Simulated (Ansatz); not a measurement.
# In2O3: the cost of one run

Program: Ansatz 0.2.0. Level of theory: DFT PBEsol, scalar-relativistic, plane waves, PAW. These are calculated values, not measurements.

3 further runs of the same task are left out: 3 set aside as unsound or not needed. Runs told in other sessions of the task aren't counted.

### 1 Starting point

The cell holds 40 atoms (In16O23S): a = 8.000 Å, b = 8.000 Å, c = 8.000 Å, α = 87.11°, β = 87.11°, γ = 87.11°.

The coordinates of this cell stand in the input of its own run.

The host was relaxed before at PBEsol: a = 5.512 Å, b = 5.512 Å, c = 14.537 Å, α = 90.00°, β = 90.00°, γ = 120.00° (conventional cell), 12.752 Å³/atom.

Places, in fractions of the supercell: S in place of O at (0.602, 0.250, 0.398). The start keeps the symmetry of the ideal site.

### 2 Band edges of the host over the zone

input.yaml reads:

```yaml
crystal:
  lattice:
    - [2.7562186937, 1.5913036048, 4.8456980317]
    - [-2.7562186937, 1.5913036048, 4.8456980317]
    - [0.0, -3.1826072095, 4.8456980317]
  atoms:
    - { symbol: In, position: [0.6425527984, 0.6425527984, 0.6425527984] }
    - { symbol: In, position: [0.8574472016, 0.8574472016, 0.8574472016] }
    - { symbol: In, position: [0.3574472016, 0.3574472016, 0.3574472016] }
    - { symbol: In, position: [0.1425527984, 0.1425527984, 0.1425527984] }
    - { symbol: O, position: [0.0458555564, 0.75, 0.4541444436] }
    - { symbol: O, position: [0.75, 0.4541444436, 0.0458555564] }
    - { symbol: O, position: [0.4541444436, 0.0458555564, 0.75] }
    - { symbol: O, position: [0.9541444436, 0.25, 0.5458555564] }
    - { symbol: O, position: [0.5458555564, 0.9541444436, 0.25] }
    - { symbol: O, position: [0.25, 0.5458555564, 0.9541444436] }
basis:
  ecutwfc: 420
  xc_grid: 2
kpoints:
  mp_grid: { grid: [6, 6, 6] }
  band_path: { path: [VBM, CBM], npoints: 2 }
hamiltonian:
  xc: pbesol
scf:
  occupations: { method: gaussian, width: 0.02 }
output:
  forces: true
  stress: true
  eigenvalues: true
```

Launch:

```sh
$ ansatz run input.yaml --threads 8 --pin off --max-ram 16384MiB --backend cpu --events-out ev --progress --plain --runs-dir out
```

**Question.** How long does this run take on 8 threads of AMD EPYC 7B13 (Zen 3), shared host, and how much memory does it need?

About 6.2 s, with a peak of 0.77 GiB.
